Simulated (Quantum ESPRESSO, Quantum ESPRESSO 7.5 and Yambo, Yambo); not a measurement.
## AlAs (F-43m): G0W0 on several meshes in Yambo

Aim: the GW shift of AlAs (F-43m) against the k mesh.

Method: PBE and many-body steps on it, plane waves, in Quantum ESPRESSO 7.5 and Yambo 5.3.0.

Most raw output is cut from this account.

### 1. The structure

It takes space group F-43m (No. 216, cubic). The conventional cell has a = 5.661 Å, b = 5.661 Å, c = 5.661 Å, α = 90.00°, β = 90.00°, γ = 90.00°. Al has 4 As at 2.45 Å nearest. Nearest to As lie 4 Al at 2.45 Å. Farther neighbours are not listed.

The cell and positions come from the Crystallography Open Database and are kept as given unless a step says otherwise.

### 2. Empty states on the mesh, 4×4×4 mesh, 300 bands

This step: Quantum ESPRESSO 7.5; DFT, PBE, plane waves, norm-conserving pseudopotentials.

The sums over transitions need many empty states on a uniform mesh; this step solves for them.

The input, pw.in:

```
&control
  calculation = 'nscf'
  prefix = 'x'
  outdir = 'o'
  pseudo_dir = 'pseudo'
/
&system
  ibrav = 0
  nat = 2
  ntyp = 2
  ecutwfc = 76.0
  nbnd = 300
  force_symmorphic = .true.
/
&electrons
  conv_thr = 1e-9
  electron_maxstep = 80
  diago_full_acc = .true.
  diago_thr_init = 5e-6
/
ATOMIC_SPECIES
  Al 26.982 Al.upf
  As 74.922 As.upf
CELL_PARAMETERS angstrom
  0.0000000000 2.8304000000 2.8304000000
  2.8304000000 0.0000000000 2.8304000000
  2.8304000000 2.8304000000 -0.0000000000
ATOMIC_POSITIONS crystal
  Al 0.0000000000 0.0000000000 0.0000000000
  As 0.2500000000 0.2500000000 0.2500000000
K_POINTS automatic
  4 4 4 0 0 0
```

Launch:

```
OMP_NUM_THREADS=1 mpirun -n 4 pw.x -nk 4 -in pw.in > pw.out
```

The job ended after 28 s (4 MPI ranks of Arm Neoverse V1, shared host; peak memory 0.58 GiB; 1.8 min of CPU time).

This step gave:

| Item | Value |
| --- | --- |
| gap | 1.436 eV |
| k of the valence top | 0, 0, 0 |
| k of the conduction bottom | 0, -0.5, -0.5 |
| least direct gap | 2.045 eV |
| k points computed | 8 |
| lowest point of the top converged band, above the valence top | 187.2229 eV |

On this mesh the gap is 1.436 eV.

The density comes from a self-consistent run that is not shown.

### 3. Conversion and set-up

This step: Yambo 5.3.0; conversion and set-up on PBE, plane waves, norm-conserving pseudopotentials.

The states are converted to the many-body program's format and the q mesh is built.

Launch:

```
(cd o/x.save; p2y > p2y.log; mv SAVE ../..); yambo > setup.log
```

Run time: 2.7 s. Hardware: 1 MPI rank; peak memory 0.25 GiB.

### 4. 4×4×4

G0W0 replaces the xc potential by the self-energy, built once from these orbitals. Only a window of levels is corrected, while the sums run over the empty bands that the input names.

This step: G0W0 on PBE, plane waves, norm-conserving pseudopotentials.

The input, gw2.in:

```
HF_and_locXC
gw0
dyson
ppa
em1d
rim_cut
RandQpts= 1000000
RandGvec= 1 RL
EXXRLvcs= 76 Ry
VXCRLvcs= 304 Ry
Chimod= "HARTREE"
% BndsRnXp
 1 | 127 |
%
NGsBlkXp= 10.5 Ry
% LongDrXp
 1 | 1 | 1 |
%
% GbndRnge
 1 | 127 |
%
DysSolver= "n"
ExtendOut
PPAPntXp= 27.21138 eV
% QPkrange
 1 | 1 | 8 | 11 |
 7 | 7 | 8 | 11 |
%
```

Launch:

```
OMP_NUM_THREADS=1 mpirun -n 4 yambo -F gw2.in -J gw2 -C gw2 > gw2.log
```

Elapsed: 64 s, on 4 MPI ranks; peak memory 1.6 GiB.

This step gave:

- G0W0 gap on the points computed: 2.502 eV
- starting gap on the mesh: 1.436 eV
- k of the valence top: 0, 0, 0
- k of the conduction bottom: 0, -0.5, -0.5
- least direct G0W0 gap on the computed points: 3.130 eV
- Z at the valence top: 0.7880
- Z at the conduction bottom: 0.8050

The gap on the mesh goes from 1.44 eV to 2.50 eV, a correction of +1.07 eV.

### 5. Empty states on the mesh, 2×2×2 mesh, 127 bands

This step: Quantum ESPRESSO 7.5; DFT, PBE, plane waves, norm-conserving pseudopotentials.

Edit pw.in of step 2 so:

```diff
@@ -11,3 +11,3 @@
   ecutwfc = 76.0
-  nbnd = 300
+  nbnd = 127
   force_symmorphic = .true.
@@ -31,2 +31,2 @@
 K_POINTS automatic
-  4 4 4 0 0 0
+  2 2 2 0 0 0
```

Launch:

```
OMP_NUM_THREADS=1 mpirun -n 4 pw.x -nk 4 -in pw.in > pw.out
```

Elapsed: 4.6 s, on 4 MPI ranks; peak memory 0.3 GiB.

Numbers from this step:

```
gap                                                           : 1.436 eV
k of the valence top                                          : 0, 0, 0
k of the conduction bottom                                    : 0, -0.5, -0.5
least direct gap                                              : 2.045 eV
k points computed                                             : 3
lowest point of the top converged band, above the valence top : 99.1036 eV
```

On this mesh the gap is 1.436 eV.

### 6. Conversion and set-up

This step: Yambo 5.3.0; conversion and set-up on PBE, plane waves, norm-conserving pseudopotentials.

Launch:

```
(cd o/x.save; p2y > p2y.log; mv SAVE ../..); yambo > setup.log
```

Run time: 2.4 s. Hardware: 1 MPI rank; peak memory 0.24 GiB.

### 7. 2×2×2

This step: G0W0 on PBE, plane waves, norm-conserving pseudopotentials.

gw11.in, as its differences from gw2.in of step 4:

```diff
@@ -26,3 +26,3 @@
  1 | 1 | 8 | 11 |
- 7 | 7 | 8 | 11 |
+ 3 | 3 | 8 | 11 |
 %
```

Launch:

```
OMP_NUM_THREADS=1 mpirun -n 4 yambo -F gw11.in -J gw11 -C gw11 > gw11.log
```

Run time: 7.3 s. Hardware: 4 MPI ranks; peak memory 1.2 GiB; 25 s of CPU time.

This step gave:

- G0W0 gap on the points computed: 2.410 eV
- starting gap on the mesh: 1.436 eV
- k of the valence top: 0, 0, 0
- k of the conduction bottom: 0, -0.5, -0.5
- least direct G0W0 gap on the computed points: 3.157 eV
- Z at the valence top: 0.8008
- Z at the conduction bottom: 0.8185

Against G0W0 in Yambo (4×4×4 mesh, 127 bands, screening to 142.9 eV, Godby-Needs plasmon pole), the gap moves by −0.092 eV.

### 8. Side by side

Times are wall times on 4 MPI ranks of Arm Neoverse V1, shared host, good to a factor of about two.

| run | mesh | bands | screening cutoff (eV) | DFT gap (eV) | gap on the mesh (eV) | direct (eV) | time |
| --- | --- | --- | --- | --- | --- | --- | --- |
| 4×4×4 | 4×4×4 | 127 | 142.9 | 1.436 | 2.502 | 3.130 | 64 s |
| 2×2×2 | 2×2×2 | 127 | 142.9 | 1.436 | 2.410 | 3.157 | 7.3 s |

### 9. Outcome

```yaml
4x4x4: 2.502 eV
2x2x2: 2.410 eV
known_limits: not at the basis limit; exchange with frozen shells missing; no spin-orbit coupling; coarse k mesh
```

**Reading.** 2×2×2: −0.092 eV against 4×4×4. Bands and cutoff are finite, so the gap is not at the basis limit. The miss can reach some tenths of an eV and take either sign; the mesh is an error of its own. In the G0W0 runs levels were corrected at 2 k points alone, so a gap called «on the mesh» is the least over those, and an edge elsewhere would be missed. The 4×4×4 mesh is coarse for this cell, which bears on the long-range parts of exchange and screening. Mesh or cutoff lie under what a gap needs, so these runs test behaviour and cost; their gaps are not to be quoted. The norm-conserving file of at least one element keeps a d shell over frozen s and p shells of the same row. Exchange with those shells is missing from the self-energy, an error of 0.3 to 0.9 eV in cases checked, whose sign depends on which edge lies on those atoms. The many-body steps are scalar-relativistic: spin-orbit coupling is not in them.

[Paths, hosts, dates, memory and timing lines, banners, echoed tables and standing remarks are left out of the program output.]

[Logs are printed without paths, hosts, clocks, repeated set-up lines and the standing remarks that a program may print on its own settings, such as how far it seeks lower states.]

[Runs of the session that timed out or met a known fault of the program may be left out.]

[Hosts, paths, dates, database ids (printed as entryN), source tags and the programs' standing remarks are cut or masked in the printed files.]
